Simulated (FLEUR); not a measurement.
# BaS (Fm-3m) in FLEUR: further runs

The runs below take BaS through band structure, equation of state, with SCAN.

Everything below comes from runs of FLEUR MaX-R8.1 (later development tree). Logs are shortened: lines on timing, memory, paths and dates and some standing lists are left out, and cuts for length are marked.

**What was measured.**

A printed reference work, monograph, original work of 1988 reports, for a bulk crystal of BaS at 2 K: band gap 3.806 eV (indirect).

The results are compared with them further down.

## 1. Starting point

The structure is cubic, space group Fm-3m (No. 225). The conventional cell has a = 6.388 Å, b = 6.388 Å, c = 6.388 Å, α = 90.00°, β = 90.00°, γ = 90.00°. Ba (site symmetry m-3m) is surrounded by 6 S at 3.19 Å. Around S (site symmetry m-3m) lie 6 Ba at 3.19 Å.

## 2. Band structure, SCAN

inp.xml reads:

```xml
<?xml version="1.0" encoding="UTF-8" standalone="no"?>
<fleurInput fleurInputVersion="0.39">
   <comment>
      BaS                                                                                                 
   </comment>
   <calculationSetup>
      <cutoffs Kmax="4.1" Gmax="12.7" GmaxXC="12.7" numbands="0"/>
      <scfLoop itmax="60" minDistance="0.00001" maxIterBroyd="15" imix="Anderson" alpha="0.05" precondParam="0.0" spinf="2.0" sdNocoIR="T"/>
      <coreElectrons ctail="F" frcor="F" kcrel="0" coretail_lmax="0"/>
      <xcFunctional name="LibXC" relativisticCorrections="F">
         <LibXCName exchange="mgga_x_scan" correlation="mgga_c_scan"/>
         <AuxGGA exchange="117" correlation="130"/>
      </xcFunctional>
      <magnetism jspins="1"/>
      <soc l_soc="F" theta="0.0" phi="0.0" spav="F"/>
      <expertModes spex="0" secvar="F"/>
      <geometryOptimization l_f="F" forcealpha="1.0" forcemix="BFGS" epsdisp="0.00001" epsforce="0.00001"/>
      <ldaU l_linMix="F" mixParam="0.05" spinf="1.0"/>
   </calculationSetup>
   <cell>
      <bzIntegration valenceElectrons="26.0" mode="hist" fermiSmearingEnergy="0.00183747">
         <kPointListSelection listName="default-1"/>
         <!-- k-points included here -->
         <xi:include xmlns:xi="http://www.w3.org/2001/XInclude" href="kpts.xml"> </xi:include>
[... 33 lines left out ...]
            <stateOccupation state="(3p1/2)" spinUp="0.666667" spinDown="0.666667"/>
            <stateOccupation state="(3p3/2)" spinUp="1.333333" spinDown="1.333333"/>
         </electronConfig>
         <energyParameters s="3" p="3" d="3" f="4"/>
         <lo type="SCLO" l="0" n="3" eDeriv="2"/>
         <lo type="SCLO" l="1" n="3" eDeriv="2"/>
         <lo type="SCLO" l="2" n="3" eDeriv="2"/>
         <lo type="SCLO" l="3" n="4" eDeriv="2"/>
      </species>
   </atomSpecies>
   <atomGroups>
      <atomGroup species="Barium (Ba)">
         <relPos label="                   1">.0000000000 .0000000000 .0000000000</relPos>
         <force calculate="T" relaxXYZ="TTT"/>
      </atomGroup>
      <atomGroup species="Sulfur (S)">
         <relPos label="                   2">1.000/2.000 1.000/2.000 1.000/2.000</relPos>
         <force calculate="T" relaxXYZ="TTT"/>
      </atomGroup>
   </atomGroups>
   <output dos="F" band="F" slice="F">
      <checks vchk="F" cdinf="F"/>
      <bandDOS minEnergy="-.5*Htr" maxEnergy="0.5*Htr" sigma="0.015" storeEVData="T"/>
      <vacuumDOS vacdos="F" integ="F" star="F" nstars="0" locx1="0.0" locy1="0.0" locx2="0.0" locy2="0.0" nstm="0" tworkf="0.0"/>
      <unfoldingBand unfoldBand="F" supercellX="1" supercellY="1" supercellZ="1"/>
      <plotting iplot="0" polar="F">
         <plot TwoD="T" vec1="  1.0  0.0  0.0" vec2="  0.0  1.0  0.0" vec3="  0.0  0.0  1.0" zero="  0.0  0.0  0.0" file="plot"/>
      </plotting>
      <chargeDensitySlicing numkpt="0" minEigenval="0.0" maxEigenval="0.0" nnne="0" pallst="F"/>
      <specialOutput eonly="F"/>
      <moessbauerParams electricFieldGradient="T" isomerShift="T" coreHyperfine="T" valenceHyperfine="T"/>
      <magneticCircularDichroism mcd="F" energyLo="-10.0" energyUp="0.0"/>
   </output>
  <!-- We include the file relax.xml here to enable relaxations (see documentation) -->
  <xi:include xmlns:xi="http://www.w3.org/2001/XInclude" href="relax.xml"> <xi:fallback/> </xi:include>
</fleurInput>
```

crystal.txt reads:

```
BaS
&input cartesian=F /
0.0000000000  3.1937500000  3.1937500000
3.1937500000  0.0000000000  3.1937500000
3.1937500000  3.1937500000  0.0000000000
1.8897261246
1.0 1.0 1.0

2
56 0.0000000000  0.0000000000  0.0000000000
16 0.5000000000  0.5000000000  0.5000000000

&kpt div1=7 div2=7 div3=7 gamma=T /
```

inp.xml (bands) reads:

```
<?xml version="1.0" encoding="UTF-8" standalone="no"?>
<fleurInput fleurInputVersion="0.39">
   <comment>
      BaS                                                                                                 
   </comment>
   <calculationSetup>
      <cutoffs Kmax="4.1" Gmax="12.7" GmaxXC="12.7" numbands="0"/>
      <scfLoop itmax="60" minDistance="0.00001" maxIterBroyd="15" imix="Anderson" alpha="0.05" precondParam="0.0" spinf="2.0" sdNocoIR="T"/>
      <coreElectrons ctail="F" frcor="F" kcrel="0" coretail_lmax="0"/>
      <xcFunctional name="LibXC" relativisticCorrections="F">
         <LibXCName exchange="mgga_x_scan" correlation="mgga_c_scan"/>
         <AuxGGA exchange="117" correlation="130"/>
      </xcFunctional>
      <magnetism jspins="1"/>
      <soc l_soc="F" theta="0.0" phi="0.0" spav="F"/>
      <expertModes spex="0" secvar="F"/>
      <geometryOptimization l_f="F" forcealpha="1.0" forcemix="BFGS" epsdisp="0.00001" epsforce="0.00001"/>
      <ldaU l_linMix="F" mixParam="0.05" spinf="1.0"/>
   </calculationSetup>
   <cell>
      <bzIntegration valenceElectrons="26.0" mode="hist" fermiSmearingEnergy="0.00183747">
         <kPointListSelection listName="path-1"/>
         <!-- k-points included here -->
         <xi:include xmlns:xi="http://www.w3.org/2001/XInclude" href="kpts.xml"> </xi:include>
      </bzIntegration>
[... 32 lines left out ...]
            <stateOccupation state="(3p1/2)" spinUp="0.666667" spinDown="0.666667"/>
            <stateOccupation state="(3p3/2)" spinUp="1.333333" spinDown="1.333333"/>
         </electronConfig>
         <energyParameters s="3" p="3" d="3" f="4"/>
         <lo type="SCLO" l="0" n="3" eDeriv="2"/>
         <lo type="SCLO" l="1" n="3" eDeriv="2"/>
         <lo type="SCLO" l="2" n="3" eDeriv="2"/>
         <lo type="SCLO" l="3" n="4" eDeriv="2"/>
      </species>
   </atomSpecies>
   <atomGroups>
      <atomGroup species="Barium (Ba)">
         <relPos label="                   1">.0000000000 .0000000000 .0000000000</relPos>
         <force calculate="T" relaxXYZ="TTT"/>
      </atomGroup>
      <atomGroup species="Sulfur (S)">
         <relPos label="                   2">1.000/2.000 1.000/2.000 1.000/2.000</relPos>
         <force calculate="T" relaxXYZ="TTT"/>
      </atomGroup>
   </atomGroups>
   <output dos="F" band="T" slice="F">
      <checks vchk="F" cdinf="F"/>
      <bandDOS minEnergy="-.5*Htr" maxEnergy="0.5*Htr" sigma="0.015" storeEVData="T"/>
      <vacuumDOS vacdos="F" integ="F" star="F" nstars="0" locx1="0.0" locy1="0.0" locx2="0.0" locy2="0.0" nstm="0" tworkf="0.0"/>
      <unfoldingBand unfoldBand="F" supercellX="1" supercellY="1" supercellZ="1"/>
      <plotting iplot="0" polar="F">
         <plot TwoD="T" vec1="  1.0  0.0  0.0" vec2="  0.0  1.0  0.0" vec3="  0.0  0.0  1.0" zero="  0.0  0.0  0.0" file="plot"/>
      </plotting>
      <chargeDensitySlicing numkpt="0" minEigenval="0.0" maxEigenval="0.0" nnne="0" pallst="F"/>
      <specialOutput eonly="F"/>
      <moessbauerParams electricFieldGradient="T" isomerShift="T" coreHyperfine="T" valenceHyperfine="T"/>
      <magneticCircularDichroism mcd="F" energyLo="-10.0" energyUp="0.0"/>
   </output>
  <!-- We include the file relax.xml here to enable relaxations (see documentation) -->
  <xi:include xmlns:xi="http://www.w3.org/2001/XInclude" href="relax.xml"> <xi:fallback/> </xi:include>
</fleurInput>
```

Potentials or basis: all-electron, FLAPW.

Started as:

```bash
$ inpgen -f crystal.txt -profile fastHighL
$ # inp.xml edited to the form shown
$ fleur_MPI
$ fleur_MPI   # second run, on inp.xml (bands)
```

The log of the run:

```text
Welcome to FLEUR        (www.flapw.de)
      MaX-Release 8.1          (www.max-centre.eu)
 func_ids         267         263         267         263
 MetaGGA potential functional detected - V_tau will be computed
 Auxiliary Potential for radial basis: exchange=         117  correlation=         130
The functional 'SCAN exchange of Sun, Ruzsinszky, and Perdew' is an exchange functional, it belongs to the 'MGGA' family and is defined in the reference(s):
[1] J. Sun, A. Ruzsinszky, and J. P. Perdew.,  Phys. Rev. Lett. 115, 036402 (2015)
The functional 'SCAN correlation of Sun, Ruzsinszky, and Perdew' is a correlation functional, it belongs to the 'MGGA' family and is defined in the reference(s):
[1] J. Sun, A. Ruzsinszky, and J. P. Perdew.,  Phys. Rev. Lett. 115, 036402 (2015)
 Using same functional for VXC and EXC

 ========== k-point set info ==========
 Selected k-point list: default-1
 k-point list type: mesh
 7 x 7 x 7
 Number of k points: 20

 ------------Calculation Setup---------------------------
 Number of MPI-tasks      :            1
 Number of PE/node        :            1
 Number of OMP-threads    :            1
 Most efficient MPI parallelization for:
           1           2           4           5          10          20
 Additional eigenvalue parallelization possible
 Number of basis functions:          615
 Approximate size of matrices (H+S) per k-point:         0.006 GB
 --------------------------------------------------------
The functional 'Hammer, Hansen, and Norskov' is an exchange functional, it belongs to the 'GGA' family and is defined in the reference(s):
[1] B. Hammer, L. B. Hansen, and J. K. Nørskov.,  Phys. Rev. B 59, 7413 (1999)
The functional 'Perdew, Burke & Ernzerhof' is a correlation functional, it belongs to the 'GGA' family and is defined in the reference(s):
[1] J. P. Perdew, K. Burke, and M. Ernzerhof.,  Phys. Rev. Lett. 77, 3865 (1996)
[2] J. P. Perdew, K. Burke, and M. Ernzerhof.,  Phys. Rev. Lett. 78, 1396 (1997)
 Using same functional for VXC and EXC
 Using auxiliary GGA potential for the first iteration of MetaGGA calculation.
 Reset of history
 Reset of history
 Iteration:     1   Distance:      20.75715110 me/bohr^3
The functional 'Hammer, Hansen, and Norskov' is an exchange functional, it belongs to the 'GGA' family and is defined in the reference(s):
[1] B. Hammer, L. B. Hansen, and J. K. Nørskov.,  Phys. Rev. B 59, 7413 (1999)
The functional 'Perdew, Burke & Ernzerhof' is a correlation functional, it belongs to the 'GGA' family and is defined in the reference(s):
[1] J. P. Perdew, K. Burke, and M. Ernzerhof.,  Phys. Rev. Lett. 77, 3865 (1996)
[2] J. P. Perdew, K. Burke, and M. Ernzerhof.,  Phys. Rev. Lett. 78, 1396 (1997)
 Using same functional for VXC and EXC
 Iteration:     2   Distance:      19.54276173 me/bohr^3
The functional 'Hammer, Hansen, and Norskov' is an exchange functional, it belongs to the 'GGA' family and is defined in the reference(s):
[1] B. Hammer, L. B. Hansen, and J. K. Nørskov.,  Phys. Rev. B 59, 7413 (1999)
The functional 'Perdew, Burke & Ernzerhof' is a correlation functional, it belongs to the 'GGA' family and is defined in the reference(s):
[1] J. P. Perdew, K. Burke, and M. Ernzerhof.,  Phys. Rev. Lett. 77, 3865 (1996)
[2] J. P. Perdew, K. Burke, and M. Ernzerhof.,  Phys. Rev. Lett. 78, 1396 (1997)
 Using same functional for VXC and EXC
 Iteration:     3   Distance:      18.43408596 me/bohr^3
The functional 'Hammer, Hansen, and Norskov' is an exchange functional, it belongs to the 'GGA' family and is defined in the reference(s):
[1] B. Hammer, L. B. Hansen, and J. K. Nørskov.,  Phys. Rev. B 59, 7413 (1999)
The functional 'Perdew, Burke & Ernzerhof' is a correlation functional, it belongs to the 'GGA' family and is defined in the reference(s):
[1] J. P. Perdew, K. Burke, and M. Ernzerhof.,  Phys. Rev. Lett. 77, 3865 (1996)
[2] J. P. Perdew, K. Burke, and M. Ernzerhof.,  Phys. Rev. Lett. 78, 1396 (1997)
 Using same functional for VXC and EXC
 Iteration:     4   Distance:       6.84365236 me/bohr^3
The functional 'Hammer, Hansen, and Norskov' is an exchange functional, it belongs to the 'GGA' family and is defined in the reference(s):
[1] B. Hammer, L. B. Hansen, and J. K. Nørskov.,  Phys. Rev. B 59, 7413 (1999)
The functional 'Perdew, Burke & Ernzerhof' is a correlation functional, it belongs to the 'GGA' family and is defined in the reference(s):
[1] J. P. Perdew, K. Burke, and M. Ernzerhof.,  Phys. Rev. Lett. 77, 3865 (1996)
[2] J. P. Perdew, K. Burke, and M. Ernzerhof.,  Phys. Rev. Lett. 78, 1396 (1997)
 Using same functional for VXC and EXC
 Iteration:     5   Distance:       1.83113714 me/bohr^3
The functional 'Hammer, Hansen, and Norskov' is an exchange functional, it belongs to the 'GGA' family and is defined in the reference(s):
[1] B. Hammer, L. B. Hansen, and J. K. Nørskov.,  Phys. Rev. B 59, 7413 (1999)
The functional 'Perdew, Burke & Ernzerhof' is a correlation functional, it belongs to the 'GGA' family and is defined in the reference(s):
[1] J. P. Perdew, K. Burke, and M. Ernzerhof.,  Phys. Rev. Lett. 77, 3865 (1996)
[2] J. P. Perdew, K. Burke, and M. Ernzerhof.,  Phys. Rev. Lett. 78, 1396 (1997)
 Using same functional for VXC and EXC
 Iteration:     6   Distance:       0.50452083 me/bohr^3
The functional 'Hammer, Hansen, and Norskov' is an exchange functional, it belongs to the 'GGA' family and is defined in the reference(s):
[1] B. Hammer, L. B. Hansen, and J. K. Nørskov.,  Phys. Rev. B 59, 7413 (1999)
The functional 'Perdew, Burke & Ernzerhof' is a correlation functional, it belongs to the 'GGA' family and is defined in the reference(s):
[1] J. P. Perdew, K. Burke, and M. Ernzerhof.,  Phys. Rev. Lett. 77, 3865 (1996)
[2] J. P. Perdew, K. Burke, and M. Ernzerhof.,  Phys. Rev. Lett. 78, 1396 (1997)
 Using same functional for VXC and EXC
[... 47 lines left out ...]
[2] J. P. Perdew, K. Burke, and M. Ernzerhof.,  Phys. Rev. Lett. 78, 1396 (1997)
 Using same functional for VXC and EXC
 Iteration:    14   Distance:       0.00057362 me/bohr^3
The functional 'Hammer, Hansen, and Norskov' is an exchange functional, it belongs to the 'GGA' family and is defined in the reference(s):
[1] B. Hammer, L. B. Hansen, and J. K. Nørskov.,  Phys. Rev. B 59, 7413 (1999)
The functional 'Perdew, Burke & Ernzerhof' is a correlation functional, it belongs to the 'GGA' family and is defined in the reference(s):
[1] J. P. Perdew, K. Burke, and M. Ernzerhof.,  Phys. Rev. Lett. 77, 3865 (1996)
[2] J. P. Perdew, K. Burke, and M. Ernzerhof.,  Phys. Rev. Lett. 78, 1396 (1997)
 Using same functional for VXC and EXC
 Iteration:    15   Distance:       0.00005964 me/bohr^3
The functional 'Hammer, Hansen, and Norskov' is an exchange functional, it belongs to the 'GGA' family and is defined in the reference(s):
[1] B. Hammer, L. B. Hansen, and J. K. Nørskov.,  Phys. Rev. B 59, 7413 (1999)
The functional 'Perdew, Burke & Ernzerhof' is a correlation functional, it belongs to the 'GGA' family and is defined in the reference(s):
[1] J. P. Perdew, K. Burke, and M. Ernzerhof.,  Phys. Rev. Lett. 77, 3865 (1996)
[2] J. P. Perdew, K. Burke, and M. Ernzerhof.,  Phys. Rev. Lett. 78, 1396 (1997)
 Using same functional for VXC and EXC
 Iteration:    16   Distance:       0.00002397 me/bohr^3
The functional 'Hammer, Hansen, and Norskov' is an exchange functional, it belongs to the 'GGA' family and is defined in the reference(s):
[1] B. Hammer, L. B. Hansen, and J. K. Nørskov.,  Phys. Rev. B 59, 7413 (1999)
The functional 'Perdew, Burke & Ernzerhof' is a correlation functional, it belongs to the 'GGA' family and is defined in the reference(s):
[1] J. P. Perdew, K. Burke, and M. Ernzerhof.,  Phys. Rev. Lett. 77, 3865 (1996)
[2] J. P. Perdew, K. Burke, and M. Ernzerhof.,  Phys. Rev. Lett. 78, 1396 (1997)
 Using same functional for VXC and EXC
 Iteration:    17   Distance:       0.00002252 me/bohr^3
The functional 'Hammer, Hansen, and Norskov' is an exchange functional, it belongs to the 'GGA' family and is defined in the reference(s):
[1] B. Hammer, L. B. Hansen, and J. K. Nørskov.,  Phys. Rev. B 59, 7413 (1999)
The functional 'Perdew, Burke & Ernzerhof' is a correlation functional, it belongs to the 'GGA' family and is defined in the reference(s):
[1] J. P. Perdew, K. Burke, and M. Ernzerhof.,  Phys. Rev. Lett. 77, 3865 (1996)
[2] J. P. Perdew, K. Burke, and M. Ernzerhof.,  Phys. Rev. Lett. 78, 1396 (1997)
 Using same functional for VXC and EXC
 Iteration:    18   Distance:       0.00000984 me/bohr^3

 ********************************************************************
 Run finished successfully
 Stop message:
   all done
 ********************************************************************
```

Run time: 72 s. Hardware: 1 thread of Arm Neoverse V1, shared host; peak memory 0.09 GiB.

Results:

| Item | Value |
| --- | --- |
| Free energy | -232367.3714 eV |
| Band gap on the k mesh | 2.57 eV, indirect (least direct gap 2.68 eV) |
| Band gap along the path | 2.51 eV, indirect (least direct gap 2.61 eV) |
| Valence electrons inside the program's atomic spheres | Ba 17.40; S 5.75 (radii Ba 2.66, S 2.66 bohr) |

Levels at the corners of the path, in eV from the valence-band top:
| point | band 10 | band 11 | band 12 | band 13 | band 14 | band 15 | band 16 | band 17 |
| --- | --- | --- | --- | --- | --- | --- | --- | --- |
| Γ | -10.77 | 0.00 | 0.00 | 0.00 | 4.27 | 4.34 | 4.34 | 4.34 |
| X | -10.69 | -0.45 | -0.11 | -0.11 | 2.51 | 6.63 | 6.80 | 8.06 |
| W | -10.08 | -1.05 | -0.42 | -0.42 | 4.66 | 4.66 | 7.02 | 7.61 |
| K | -10.12 | -0.87 | -0.55 | -0.47 | 3.68 | 6.35 | 7.20 | 7.33 |
| Γ | -10.77 | 0.00 | 0.00 | 0.00 | 4.27 | 4.34 | 4.34 | 4.34 |
| L | -9.44 | -1.84 | -1.01 | -1.01 | 5.98 | 6.05 | 6.86 | 6.86 |
| U | -10.12 | -0.87 | -0.55 | -0.47 | 3.68 | 6.35 | 7.20 | 7.33 |
| W | -10.08 | -1.05 | -0.42 | -0.42 | 4.66 | 4.66 | 7.02 | 7.61 |
| L | -9.44 | -1.84 | -1.01 | -1.01 | 5.98 | 6.05 | 6.86 | 6.86 |
| K | -10.12 | -0.87 | -0.55 | -0.47 | 3.68 | 6.35 | 7.20 | 7.33 |
| U | -10.12 | -0.87 | -0.55 | -0.47 | 3.68 | 6.35 | 7.20 | 7.33 |
| X | -10.69 | -0.45 | -0.11 | -0.11 | 2.51 | 6.63 | 6.80 | 8.06 |

Core levels (eV from the Fermi level):
```csv
atom,levels
1 Ba,"1s1/2 -37224.5, 2s1/2 -5875.2, 2p1/2 -5533.0, 2p3/2 -5151.3, 3s1/2 -1234.2, 3p1/2 -1090.8, 3p3/2 -1017.0, 4s1/2 -235.9, 3d3/2 -765.7, 3d5/2 -750.0, 4p1/2 -183.8, 4p3/2 -168.4"
2 S,"1s1/2 -2397.1, 2s1/2 -202.8, 2p1/2 -148.2, 2p3/2 -146.9"
```

Caveat: the meta-GGA is that of a development version, with a GGA for the radial functions and cores and without core tails; spin-orbit coupling is left out, which moves the levels of the heavy elements.

[end of part 1 of 2]
